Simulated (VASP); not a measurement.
Crystal: CrCuO2.

```xyz
4
Lattice="1.4867 0.8583 5.7000 -1.4867 0.8583 5.7000 0.0000 -1.7167 5.7000" Properties=species:S:1:pos:R:3 pbc="T T T"
Cr    0.0000    0.0000    8.5500
Cu    0.0000    0.0000    0.0000
O     0.0000    0.0000    1.8454
O     0.0000    0.0000   15.2546
```

```yaml
Program: VASP 6.6.1
Task: relaxation of cell and atoms
Functional: PBE
Potentials_or_basis: VASP PAW PBE potentials, release 64 (Cr_pv, Cu, O)
Cutoff: 600 eV
k_mesh: 8 × 8 × 8
Occupations: fermi-dirac, width 0.05 eV
Spin: collinear spin, ferromagnetic start
Starting_moments: "[3.0, 0, 0, 0] μB"
```

At the start: pressure 4.7 GPa; volume 10.91 Å³/atom.

**Question.** How do energy, volume and symmetry change on relaxing?

**Answer.** Over 12 steps the energy falls by 4.7 meV/atom and the volume is 11.24 Å³/atom (+3.0 %); space group R-3m (No. 166, to 0.05 Å); moment 3.00 μB per cell.

The path:
```csv
step,energy change (eV),largest force (eV/Å),pressure (GPa),volume (Å³)
1,0.0000,0.0462,4.67,43.64
2,-0.0069,0.1087,-3.27,45.68
3,-0.0162,0.0817,0.00,44.78
4,-0.0181,0.0488,-0.04,44.87
5,-0.0187,0.0247,-0.03,44.94
6,-0.0187,0.0198,0.10,44.95
7,-0.0187,0.0083,-0.02,44.99
8,-0.0187,0.0176,-0.02,44.96
9,-0.0187,0.0186,0.00,44.96
10,-0.0187,0.0167,-0.15,44.97
11,-0.0187,0.0036,-0.06,44.96
12,-0.0187,0.0025,0.00,44.96
```

Final structure:
```
Cr Cu O
1.0
     1.50682    0.86996    5.71679
    -1.50682    0.86996    5.71679
     0.00000   -1.73992    5.71679
Cr Cu O
1 1 2
Cartesian
  0.0000 0.0000 8.5752
  0.0000 0.0000 0.0000
  0.0000 0.0000 1.8600
  0.0000 0.0000 15.2903
```

Caveat: only a ferromagnetic start was run, and an antiferromagnetic order may lie lower in energy.
